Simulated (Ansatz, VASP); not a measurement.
**One calculation of AlRu, two programs**

Contents of INCAR:

```
SYSTEM = AlRu
PREC = Accurate
ENCUT = 600
EDIFF = 1E-6
ISMEAR = 0
SIGMA = 0.1
LREAL = .False.
LASPH = .True.
NELM = 60
ALGO = Normal
ISIF = 3
LWAVE = .False.
LCHARG = .False.
GGA = PE
IBRION = 2
NSW = 100
EDIFFG = -0.005
```

Contents of KPOINTS:

```
regular mesh
0
Gamma
  14 14 14
  0 0 0
```

Contents of POSCAR:

```
AlRu
1.0
    2.9916000000      0.0000000000      0.0000000000
    0.0000000000      2.9916000000      0.0000000000
    0.0000000000      0.0000000000      2.9916000000
Al Ru
1 1
Direct
    0.0000000000      0.0000000000      0.0000000000
    0.5000000000      0.5000000000      0.5000000000
```

Input for Ansatz:

```yaml
crystal:
  lattice:
    - [2.9916, 0.0, 0.0]
    - [0.0, 2.9916, 0.0]
    - [0.0, 0.0, 2.9916]
  atoms:
    - { symbol: Al, position: [0.0, 0.0, 0.0] }
    - { symbol: Ru, position: [0.5, 0.5, 0.5] }
basis:
  ecutwfc: 420
kpoints:
  mp_grid: { grid: [14, 14, 14] }
hamiltonian:
  xc: pbe
scf:
  occupations: { method: gaussian, width: 0.1 }
output:
  forces: true
  stress: true
  eigenvalues: true
relax:
  adjacent_minimum: "off"
  f_tol: 0.005
  max_steps: 80
  cell: { stress_tol: 0.05 }
```

Alike in both runs: task relaxation of cell and atoms; functional PBE; k mesh 14 × 14 × 14; occupations gaussian, width 0.1 eV; no spin polarisation.

|  | VASP | Ansatz |
| --- | --- | --- |
| version | VASP 6.6.1 | Ansatz 0.2.0 |
| potentials or method | VASP PAW PBE potentials, release 64 (Al, Ru_pv) | scalar-relativistic, plane waves, PAW |
| plane-wave cutoff (eV) | 600 | 420 |
| valence electrons in the cell | 17 | 19 |

|  | VASP | Ansatz | Ansatz less VASP |
| --- | --- | --- | --- |
| gap on the k mesh at the Fermi level, each at its own relaxed structure (eV) | none | none | - |
| relaxed volume (Å³/atom) | 13.55 | 13.56 | +0.004 |
| relaxed cell length with the largest relative difference (Å) | 3.004 | 3.004 | +0.0003 |
| energy change over the relaxation (meV/atom) | -1 | -1 | -0.1 |

A gap of «none» marks a metal or a gap that the smearing closes. The two sets of potentials don't hold the same shells in valence.

PBE usually gives volumes a little too large and moduli too small. Zero-point motion and thermal expansion aren't in these numbers.
